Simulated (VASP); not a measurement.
# Hf (P6_3/mmc) in VASP: further runs

Runs on Hf. Level: LDA. Tasks: relaxation of cell and atoms.

Everything below comes from runs of VASP 6.6.1. Logs are shortened: lines on timing, memory, paths and dates and some standing lists are left out, and cuts for length are marked.

**1. Starting point**

The structure is hexagonal, space group P6_3/mmc (No. 194). Conventional cell: a = 3.197 Å, b = 3.197 Å, c = 5.058 Å, α = 90.00°, β = 90.00°, γ = 120.00°. Hf (site symmetry -6m2) is surrounded by 12 Hf at 3.13 to 3.20 Å.

**2. Relaxation of cell and atoms, LDA**

File INCAR:

```
SYSTEM = Hf
PREC = Accurate
ENCUT = 520
EDIFF = 1E-7
ISMEAR = 0
SIGMA = 0.1
LREAL = .FALSE.
LASPH = .TRUE.
NELM = 60
ALGO = Normal
ISIF = 3
LWAVE = .FALSE.
LCHARG = .FALSE.
IBRION = 2
NSW = 80
EDIFFG = -0.002
```

File KPOINTS:

```
Automatic mesh
0
G
  15 15 8
  0 0 0
```

File POSCAR:

```
Hf
1.0
    3.1967000000      0.0000000000      0.0000000000
   -1.5983500000      2.7684234100      0.0000000000
    0.0000000000      0.0000000000      5.0578000000
Hf
2
Direct
    0.3333333300      0.6666666700      0.2500000000
    0.6666666700      0.3333333300      0.7500000000
```

Potentials or basis: VASP PAW LDA potentials, release 64 (Hf_pv).

Command:

```bash
$ cat potpaw_LDA.64/Hf_pv/POTCAR > POTCAR
$ mpirun -np 1 vasp_std > vasp.out
```

OUTCAR:

```text
SYSTEM = Hf
   PREC = Accurate
   ENCUT = 520
   EDIFF = 1E-7
   ISMEAR = 0
   LREAL = .FALSE.
   LASPH = .TRUE.
   NELM = 60
   ISIF = 3
   IBRION = 2
   NSW = 80
   EDIFFG = -0.002

 ion  position               nearest neighbor table
   1  0.333  0.667  0.250-   2 3.13   2 3.13   2 3.13   2 3.13   2 3.13   2 3.13
   2  0.667  0.333  0.750-   1 3.13   1 3.13   1 3.13   1 3.13   1 3.13   1 3.13

  LATTYP: Found a hexagonal cell.
 ALAT       =     3.1967000000
 C/A-ratio  =     1.5821941377

  Lattice vectors:

 A1 = (   3.1967000000,   0.0000000000,   0.0000000000)
 A2 = (  -1.5983500000,   2.7684234100,   0.0000000000)
 A3 = (   0.0000000000,   0.0000000000,   5.0578000000)

Analysis of symmetry for initial positions (statically):
=====================================================================
 Subroutine PRICEL returns:
 Original cell was already a primitive cell.

 Routine SETGRP: Setting up the symmetry group for a
 hexagonal supercell.

 Subroutine GETGRP returns: Found 24 space group operations
 (whereof 12 operations were pure point group operations)
 out of a pool of 24 trial point group operations.

The static configuration has the point symmetry D_3d.
 The point group associated with its full space group is D_6h.

Analysis of symmetry for dynamics (positions and initial velocities):
=====================================================================
 Subroutine PRICEL returns:
 Original cell was already a primitive cell.

 Routine SETGRP: Setting up the symmetry group for a
 hexagonal supercell.

 Subroutine GETGRP returns: Found 24 space group operations
 (whereof 12 operations were pure point group operations)
 out of a pool of 24 trial point group operations.

The dynamic configuration has the point symmetry D_3d.
 The point group associated with its full space group is D_6h.

 Subroutine INISYM returns: Found 24 space group operations
 (whereof 12 operations are pure point group operations),
 and found     1 'primitive' translations

----------------------------------------------------------------------------------------

                                     Primitive cell

  volume of cell :      44.7606

  direct lattice vectors                    reciprocal lattice vectors
     3.196700000  0.000000000  0.000000000     0.312822598  0.180608211  0.000000000
    -1.598350000  2.768423410  0.000000000     0.000000000  0.361216422  0.000000000
     0.000000000  0.000000000  5.057800000     0.000000000  0.000000000  0.197714421

  length of vectors
     3.196700000  3.196700001  5.057800000     0.361216423  0.361216422  0.197714421

  position of ions in fractional coordinates (direct lattice)
     0.333333330  0.666666670  0.250000000
     0.666666670  0.333333330  0.750000000

  ion indices of the primitive-cell ions
   primitive index   ion index
                 1           1
                 2           2

----------------------------------------------------------------------------------------

 KPOINTS: Automatic mesh

Automatic generation of k-mesh.
 Grid dimensions read from file:
 generate k-points for:   15   15    8

 Generating k-lattice:

  Cartesian coordinates                     Fractional coordinates (reciprocal lattice)
     0.020854840  0.012040547  0.000000000     0.066666667 -0.000000000  0.000000000
     0.000000000  0.024081095  0.000000000     0.000000000  0.066666667  0.000000000
     0.000000000  0.000000000  0.024714303     0.000000000  0.000000000  0.125000000

  Length of vectors
     0.024081095  0.024081095  0.024714303

  Shift w.r.t. Gamma in fractional coordinates (k-lattice)
     0.000000000  0.000000000  0.000000000

 Subroutine IBZKPT returns following result:
 ===========================================

 Found    135 irreducible k-points:

 Following reciprocal coordinates:
            Coordinates               Weight
  0.000000  0.000000  0.000000      1.000000
  0.066667 -0.000000  0.000000      6.000000
  0.133333 -0.000000  0.000000      6.000000
  0.200000 -0.000000  0.000000      6.000000
  0.266667 -0.000000  0.000000      6.000000
  0.333333 -0.000000  0.000000      6.000000
[... 16 lines left out ...]
  0.333333  0.200000  0.000000     12.000000
  0.400000  0.200000  0.000000      6.000000
 [... further k-points ...]
   k-points           NKPTS =    135   k-points in BZ     NKDIM =    135   number of bands    NBANDS=     14
   number of dos      NEDOS =    301   number of ions     NIONS =      2
   total plane-waves  NPLWV =  23040
   dimension x,y,z NGX =    24 NGY =   24 NGZ =   40
   dimension x,y,z NGXF=    48 NGYF=   48 NGZF=   80
   ions per type =               2
   NGX,Y,Z   is equivalent  to a cutoff of  12.48, 12.48, 13.15 a.u.
   NGXF,Y,Z  is equivalent  to a cutoff of  24.96, 24.96, 26.30 a.u.
 SYSTEM =  Hf
   PREC   = accura    normal or accurate (medium, high low for compatibility)
   ISTART =      0    job   : 0-new  1-cont  2-samecut
   ICHARG =      2    charge: 1-file 2-atom 10-const
   ISPIN  =      1    spin polarized calculation?
   LNONCOLLINEAR =      F non collinear calculations
   LSORBIT =      F    spin-orbit coupling
   LASPH  =      T    aspherical Exc in radial PAW
   ENCUT  =  520.0 eV  38.22 Ry    6.18 a.u.   5.94  5.94  9.40*2*pi/ulx,y,z
   NELM   =     60;   NELMIN=  2; NELMDL= -5     # of ELM steps
   EDIFF  = 0.1E-06   stopping-criterion for ELM
   LREAL  =      F    real-space projection
   EDIFFG = -.2E-02   stopping-criterion for IOM
   NSW    =     80    number of steps for IOM
   IBRION =      2    ionic relax: 0-MD 1-quasi-New 2-CG
   NFREE  =      1    steps in history (QN), initial steepest desc. (CG)
   ISIF   =      3    stress and relaxation
   ISYM   =      2    0-nonsym 1-usesym 2-fastsym
   POTIM  = 0.5000    time-step for ionic-motion
   TEBEG  =    0.0;   TEEND  =   0.0 temperature during run
   PSTRESS=    0.0 pullay stress
   NELECT =      20.0000    total number of electrons
   NUPDOWN=      -1.0000    fix difference up-down
   EMIN   =  10.00;   EMAX   =-10.00  energy-range for DOS
   EFERMI =   0.00;   METHOD = LEGACY
   ISMEAR =     0;   SIGMA  =   0.10  broadening in eV -4-tet -1-fermi 0-gaus
   EFERMI_NEDOS =   21; number of points for ismear=-14 and -15
   IALGO  =     38    algorithm
   IMIX   =      4    mixing-type and parameters
     AMIX     =   0.40;   BMIX     =  1.00
     AMIX_MAG =   1.60;   BMIX_MAG =  1.00
  volume/ion in A,a.u.               =      22.38       151.03
  Fermi-wavevector in a.u.,A,eV,Ry     =   1.251563  2.365112 21.312311  1.566411
  Thomas-Fermi vector in A             =   2.385505
   LORBIT       =      0    0 simple, 1 ext, 2 COOP (PROOUT), +10 PAW based schemes
   GGA     = CA    functional components
   LHFCALC =     F    Hartree Fock is set to
   AEXX    =    0.0000 exact exchange contribution
   IVDW    =     0    specifies the selected vdW correction
   LEPSILON=     F    determine dielectric tensor
   LRPA    =     F    only Hartree local field effects (RPA)
 conjugate gradient relaxation of ions
 non-spin polarized calculation
 Gauss-broadening in eV      SIGMA  =   0.10
  energy-cutoff  :      520.00
  volume of cell :       44.76
 maximum number of plane-waves:      1236
 NGX is ok and might be reduce to    24
   NGX = 11   NGY = 11   NGZ = 19

--------------------------------------- Ionic step        1  -------------------------------------------

 number of electron      20.0000004 magnetization

 Free energy of the ion-electron system (eV)
  ---------------------------------------------------
  ext. energy  EPLUGINS =         0.00000000
  ---------------------------------------------------
  free energy    TOTEN  =       -21.31695710 eV

  energy without entropy =      -21.30896549  energy(sigma->0) =      -21.31296130

------------------------ aborting loop because EDIFF is reached ----------------------------------------

  FORCE on cell =-STRESS in cart. coord.  units (eV):
  Direction    XX          YY          ZZ          XY          YZ          ZX
  --------------------------------------------------------------------------------------
  -------------------------------------------------------------------------------------
  Total       -2.0989333     -2.0989333     -2.2078966     -0.0000000      0.0000000     -0.0000000
  in kB      -75.1299617    -75.1299618    -79.0302334     -0.0000000      0.0000000     -0.0000000
  external PRESSURE =     -76.4300523 kB  Pullay stress =       0.0000000 kB

 VOLUME and BASIS-vectors are now :
 -----------------------------------------------------------------------------
  energy-cutoff  :      520.00
  volume of cell :       44.76
      direct lattice vectors                 reciprocal lattice vectors
     3.196700000  0.000000000  0.000000000     0.312822598  0.180608211  0.000000000
    -1.598350000  2.768423410  0.000000000     0.000000000  0.361216422  0.000000000
     0.000000000  0.000000000  5.057800000     0.000000000  0.000000000  0.197714421
[... 217 lines left out ...]
 POSITION                                       TOTAL-FORCE (eV/Angst)
 -----------------------------------------------------------------------------------
     -0.00000      1.80300      1.23432        -0.000000      0.000000      0.000000
      1.56144      0.90150      3.70297         0.000000     -0.000000      0.000000
 -----------------------------------------------------------------------------------
    total drift:                               -0.000002      0.000001     -0.000000

  FREE ENERGIE OF THE ION-ELECTRON SYSTEM (eV)
  ---------------------------------------------------
  free  energy   TOTEN  =       -21.3940548543 eV

  energy  without entropy=      -21.3863562282  energy(sigma->0) =      -21.39020554

--------------------------------------- Ionic step        8  -------------------------------------------

 number of electron      19.9999998 magnetization

 Free energy of the ion-electron system (eV)
  ---------------------------------------------------
  ext. energy  EPLUGINS =         0.00000000
  ---------------------------------------------------
  free energy    TOTEN  =       -21.39405997 eV

  energy without entropy =      -21.38633580  energy(sigma->0) =      -21.39019789

 E-fermi :   5.3142     XC(G=0): -11.7959

 val. band max:        5.3105822016   @ k =   0.0000   0.0000   0.3750
 cond. band min:       5.3394421736   @ k =   0.0667  -0.0000   0.2500
 fundamental gap:      0.0288599720
 Fermi energy:         5.3141726393

 k-point     1 :       0.0000    0.0000    0.0000
  band No.  band energies     occupation
      1     -25.6152      2.00000
      2     -24.6586      2.00000
      3     -24.6586      2.00000
      4     -24.4968      2.00000
      5     -24.4955      2.00000
      6     -24.4955      2.00000
      7      -2.2486      2.00000
      8       1.3711      2.00000
      9       6.3735      0.00000
     10       6.4214      0.00000
     11       6.4214      0.00000
     12       6.7271      0.00000
     13       7.3148      0.00000
     14       7.3148      0.00000

 k-point     2 :       0.0667   -0.0000    0.0000
  band No.  band energies     occupation
      1     -25.6004      2.00000
      2     -24.6909      2.00000
      3     -24.6694      2.00000
      4     -24.5298      2.00000
      5     -24.5036      2.00000
      6     -24.4997      2.00000
      7      -2.1007      2.00000
      8       1.5164      2.00000
      9       6.0274      0.00000
     10       6.1363      0.00000
[... 362 lines left out ...]
 k-point    24 :       0.4000    0.2000    0.0000
  band No.  band energies     occupation
      1     -25.3240      2.00000
      2     -25.1377      2.00000
      3     -25.0667      2.00000
      4     -25.0171      2.00000
      5     -24.8421      2.00000
      6     -24.7773      2.00000
      7       2.7024      2.00000
      8       2.8825      2.00000
      9       3.1792      2.00000
     10       4.2010      2.00000
     11       5.6288      0.00001
     12       5.9985      0.00000
     13       7.2655      0.00000
     14      10.6811      0.00000

 [... further k-points ...]

------------------------ aborting loop because EDIFF is reached ----------------------------------------

  FORCE on cell =-STRESS in cart. coord.  units (eV):
  Direction    XX          YY          ZZ          XY          YZ          ZX
  --------------------------------------------------------------------------------------
  -------------------------------------------------------------------------------------
  Total       -0.0039372     -0.0039372      0.0014344      0.0000000      0.0000000      0.0000000
  in kB       -0.1512957     -0.1512957      0.0551181      0.0000000      0.0000000      0.0000000
  external PRESSURE =      -0.0824911 kB  Pullay stress =       0.0000000 kB

 VOLUME and BASIS-vectors are now :
 -----------------------------------------------------------------------------
  energy-cutoff  :      520.00
  volume of cell :       41.69
      direct lattice vectors                 reciprocal lattice vectors
     3.122227157  0.000000000 -0.000000000     0.320284191  0.184916164 -0.000000000
    -1.561113578  2.703928036  0.000000000    -0.000000000  0.369832328 -0.000000000
    -0.000000000  0.000000000  4.938715830     0.000000000  0.000000000  0.202481786

 POSITION                                       TOTAL-FORCE (eV/Angst)
 -----------------------------------------------------------------------------------
     -0.00000      1.80262      1.23468         0.000000     -0.000000      0.000000
      1.56111      0.90131      3.70404        -0.000000      0.000000      0.000000
 -----------------------------------------------------------------------------------
    total drift:                               -0.000002      0.000001     -0.000000

  FREE ENERGIE OF THE ION-ELECTRON SYSTEM (eV)
  ---------------------------------------------------
  free  energy   TOTEN  =       -21.3940599687 eV

  energy  without entropy=      -21.3863358047  energy(sigma->0) =      -21.39019789

 reached required accuracy - stopping structural energy minimisation
```

Run time: 90 s. Hardware: 1 thread of Intel Xeon 6975P-C (Granite Rapids), shared host; peak memory 0.2 GiB.

Results:

* Free energy: -21.3941 eV
* Relaxed volume: 20.85 Å³/atom
* Relaxed cell: a = 3.122 Å, b = 3.122 Å, c = 4.939 Å, α = 90.00°, β = 90.00°, γ = 120.00°
* Space group after relaxing (to 0.05 Å): P6_3/mmc (No. 194)
* Energy gained by relaxing: 38.6 meV/atom
* Ionic steps: 8
* Pressure after relaxing: 0.0 GPa
* Band gap on the k mesh: none (metal or under the smearing width)

Step by step:
| step | energy change (eV) | largest force (eV/Å) | pressure (GPa) | volume (Å³) |
| --- | --- | --- | --- | --- |
| 1 | 0.0000 | 0.0000 | -7.64 | 44.76 |
| 2 | 0.0501 | 0.0000 | 12.37 | 38.19 |
| 3 | -0.0771 | 0.0000 | -0.19 | 41.76 |
| 4 | -0.0771 | 0.0000 | -0.01 | 41.70 |
| 5 | -0.0771 | 0.0000 | 0.17 | 41.64 |
| 6 | -0.0771 | 0.0000 | -0.18 | 41.75 |
| 7 | -0.0771 | 0.0000 | -0.02 | 41.70 |
| 8 | -0.0771 | 0.0000 | -0.01 | 41.69 |

Final structure:
```
Hf
1.0
     3.12223    0.00000    0.00000
    -1.56111    2.70393    0.00000
     0.00000    0.00000    4.93872
Hf
2
Direct
  0.33333 0.66667 0.25000
  0.66667 0.33333 0.75000
```

**3. Relaxation of cell and atoms, LDA**

This run uses another cell than the first one, of 20.85 Å³/atom, 0.931 times its volume.

INCAR is that of step 2.

KPOINTS is that of step 2.

File POSCAR:

```
Hf                                      
1.0
    3.1222271565      0.0000000000     -0.0000000000
   -1.5611135783      2.7039280355      0.0000000000
   -0.0000000000      0.0000000000      4.9387158302
  Hf            
     2
Direct
     0.3333333300000021    0.6666666699999979    0.2500000000000000
     0.6666666699999979    0.3333333300000021    0.7500000000000000
```

Potentials or basis: VASP PAW LDA potentials, release 64 (Hf_pv).

Command:

```bash
$ cat potpaw_LDA.64/Hf_pv/POTCAR > POTCAR
$ mpirun -np 1 vasp_std > vasp.out
```

Wall time 40 s (1 thread of Intel Xeon 6975P-C (Granite Rapids), shared host); peak memory 0.19 GiB.

Results (log left out):

| Property | Result |
| --- | --- |
| Free energy | -21.3937 eV |
| Relaxed volume | 20.84 Å³/atom |
| Relaxed cell | a = 3.122 Å, b = 3.122 Å, c = 4.939 Å, α = 90.00°, β = 90.00°, γ = 120.00° |
| Space group after relaxing (to 0.05 Å) | P6_3/mmc (No. 194) |
| Energy gained by relaxing | 0.0 meV/atom |
| Ionic steps | 4 |
| Pressure after relaxing | 0.0 GPa |
| Band gap on the k mesh | none (metal or under the smearing width) |

Final structure:
```
Hf
1.0
     3.12194    0.00000    0.00000
    -1.56097    2.70368    0.00000
     0.00000    0.00000    4.93910
Hf
2
Direct
  0.33333 0.66667 0.25000
  0.66667 0.33333 0.75000
```

Levels at points of the mesh, in eV from the Fermi level:
```
           k point  band 7  band 8  band 9  band 10  band 11  band 12  band 13  band 14
(0.00, 0.00, 0.00)   -7.56   -3.94    1.06     1.11     1.11     1.41     2.00     2.00
(0.00, 0.00, 0.50)   -5.45   -5.45    0.10     0.10     0.99     0.99     0.99     0.99
```

Spin-orbit coupling is left out, which matters for the levels of Hf.
